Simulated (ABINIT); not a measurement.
**A GW run on CaSe (Fm-3m) in ABINIT, with inputs changed**

What do changed inputs do to GW on CaSe (Fm-3m)?

Calculated with ABINIT 10.8.3; PBE and many-body steps on it, plane waves.

This is a report of a sequence of runs, with most program output left out.

The database entry behind the starting cell differs from later determinations by our own check (0.1 to 0.3 % short, probably kX units), so it need not match the best structure at ambient conditions.

### 1. The structure

The structure is cubic, space group Fm-3m (No. 225). The conventional cell has a = 5.912 Å, b = 5.912 Å, c = 5.912 Å, α = 90.00°, β = 90.00°, γ = 90.00°. Nearest to Ca lie 6 Se at 2.96 Å. Nearest to Se lie 6 Ca at 2.96 Å. Farther neighbours and most contacts between anions are not listed.

Coordinates:

```cif
data_structure
_symmetry_space_group_name_H-M 'Fm-3m'
_symmetry_Int_Tables_number 225
_cell_length_a 5.9120
_cell_length_b 5.9120
_cell_length_c 5.9120
_cell_angle_alpha 90.000
_cell_angle_beta 90.000
_cell_angle_gamma 90.000
_cell_volume 206.63
loop_
_atom_site_label
_atom_site_type_symbol
_atom_site_symmetry_multiplicity
_atom_site_Wyckoff_symbol
_atom_site_fract_x
_atom_site_fract_y
_atom_site_fract_z
_atom_site_occupancy
Ca1 Ca 4 a 0.00000 0.00000 0.00000 1
Se1 Se 4 b 0.50000 0.00000 0.00000 1
```

The cell and positions come from the Crystallography Open Database and are kept as given unless a step says otherwise.

### 2. Screening, 4×4×4 mesh, 84 bands, screening to 152.4 eV

This step: ABINIT 10.8.3; RPA screening on PBE, plane waves, norm-conserving pseudopotentials.

The RPA dielectric matrix is built and inverted for each q.

run.abi

```
acell 3*1.0 Angstrom
rprim 
  -0.000000000000 2.956000000000 2.956000000000
  2.956000000000 -0.000000000000 2.956000000000
  2.956000000000 2.956000000000 -0.000000000000
ntypat 2
znucl 20 34
natom 2
typat 1 2
xred 
  0.000000000000 0.000000000000 0.000000000000
  0.500000000000 0.500000000000 0.500000000000
pp_dirpath "pseudos"
pseudos "Ca.upf, Se.upf"
ecut 39
ngkpt 4 4 4
nshiftk 1
shiftk 0 0 0
kptopt 1
chksymbreak 0
istwfk *1
occopt 1
irdwfk 1
optdriver 3
nband 84
ecuteps 5.6
inclvkb 2
awtr 1
symchi 1
indata_prefix "in"
outdata_prefix "out"
tmpdata_prefix "tmp"
```

The run is started by

```bash
> OMP_NUM_THREADS=1 mpirun -n 4 abinit run.abi > log
```

It took 55 s on 4 MPI ranks of Arm Neoverse N1, shared host; peak memory 0.94 GiB; 3.6 min of CPU time.

Numbers from this step:

```yaml
eps_infinity_with_local_fields_on_this_mesh_along_the_program_s_q_direction: 5.857
the_same_without_local_fields: 6.824
plasma_frequency: 26.34 eV
plane_waves_in_the_screening_matrix: 229
```

Local fields lower ε∞ by 14 %. On a Γ-centred mesh this coarse the value itself is usually too large, while a short band sum pulls it down.

### 3. Base

The self-energy is evaluated for the states that the input lists, and the levels follow from it, in one-shot runs by the linearised quasiparticle equation.

This step: G0W0 on PBE, plane waves, norm-conserving pseudopotentials.

run.abi, as its differences from that of step 2:

```diff
@@ -23,8 +23,17 @@
 irdwfk 1
-optdriver 3
+optdriver 4
 nband 84
+gwcalctyp 0
+ecutsigx 39
+symsigma 1
+nkptgw 2
+kptgw 
+  0.0000000000 0.0000000000 0.0000000000
+  0.5000000000 0.5000000000 0.0000000000
+bdgw 
+  11 17
+  12 15
 ecuteps 5.6
-inclvkb 2
-awtr 1
-symchi 1
+irdscr 1
+ppmodel 1
 indata_prefix "in"
```

Elapsed: 16 s, on 4 MPI ranks; peak memory 0.92 GiB; 65 s of CPU time.

Numbers from this step:

```
G0W0 gap on the points computed              : 4.288 eV
starting gap on the mesh                     : 2.029 eV
k of the valence top                         : 0, 0, 0
k of the conduction bottom                   : 0.5, 0.5, 0
Z at the valence top                         : 0.801
Z at the conduction bottom                   : 0.819
least direct G0W0 gap on the computed points : 5.008 eV
```

The gap on the mesh goes from 2.03 eV to 4.29 eV, a correction of +2.26 eV.

### 4. Coulomb singularity

run.abi, as its differences from that of step 3:

```diff
@@ -38,2 +38,3 @@
 ppmodel 1
+gw_icutcoul 0
 indata_prefix "in"
```

It took 16 s on 4 MPI ranks; peak memory 0.92 GiB; 65 s of CPU time.

This step gave:

| Item | Value |
| --- | --- |
| G0W0 gap on the points computed | 4.215 eV |
| starting gap on the mesh | 2.029 eV |
| k of the valence top | 0, 0, 0 |
| k of the conduction bottom | 0.5, 0.5, 0 |
| Z at the valence top | 0.805 |
| Z at the conduction bottom | 0.819 |
| least direct G0W0 gap on the computed points | 4.921 eV |

Against G0W0 in ABINIT (4×4×4 mesh, 84 bands, screening to 152.4 eV, Godby-Needs plasmon pole), the gap moves by −0.073 eV.

### 5. Side by side

Times are wall times on 4 MPI ranks of Arm Neoverse N1, shared host, good to a factor of about two. A run's time includes the screening step that it read.

```tsv
run	mesh	bands	screening cutoff (eV)	DFT gap (eV)	gap on the mesh (eV)	direct (eV)	ε∞ used	time
base	4×4×4	84	152.4	2.029	4.288	5.008	5.86	71 s
Coulomb singularity	4×4×4	84	152.4	2.029	4.215	4.921	5.86	71 s
```

### 6. Summary of results

```
base                : 4.288 eV
Coulomb singularity : 4.215 eV
known limits        : not at the basis limit; exchange with frozen shells missing; no spin-orbit coupling; coarse k mesh
```

In words: Coulomb singularity: −0.073 eV against base (keys changed: gw_icutcoul). Bands and cutoff are finite, so the gap is not at the basis limit. The miss can reach some tenths of an eV and take either sign; the mesh is an error of its own. In the G0W0 runs levels were corrected at 2 k points alone, so a gap called «on the mesh» is the least over those, and an edge elsewhere would be missed. The 4×4×4 mesh is coarse for this cell, which bears on the long-range parts of exchange and screening. The norm-conserving file of at least one element keeps a d shell over frozen s and p shells of the same row. Exchange with those shells is missing from the self-energy, an error of 0.3 to 0.9 eV in cases checked, whose sign depends on which edge lies on those atoms. The many-body steps are scalar-relativistic: spin-orbit coupling is not in them.

[Paths, hosts, dates, memory and timing lines, banners, echoed tables and standing remarks are left out of the program output.]

[Logs are printed without paths, hosts, clocks, repeated set-up lines and the standing remarks that a program may print on its own settings, such as how far it seeks lower states.]

[Runs of the session that timed out or met a known fault of the program may be left out.]

[Hosts, paths, dates, database ids (printed as entryN), source tags and the programs' standing remarks are cut or masked in the printed files.]

[G0W0 gaps are taken among the corrected bands and points alone; a level outside them can change the order at an edge.]

[Where Ansatz stands beside ABINIT at settings called matched, ABINIT's density can come from a denser mesh and the files from another edition; pairs whose starting gaps differed by over 0.03 eV were left out, so agreement reads better than it is.]
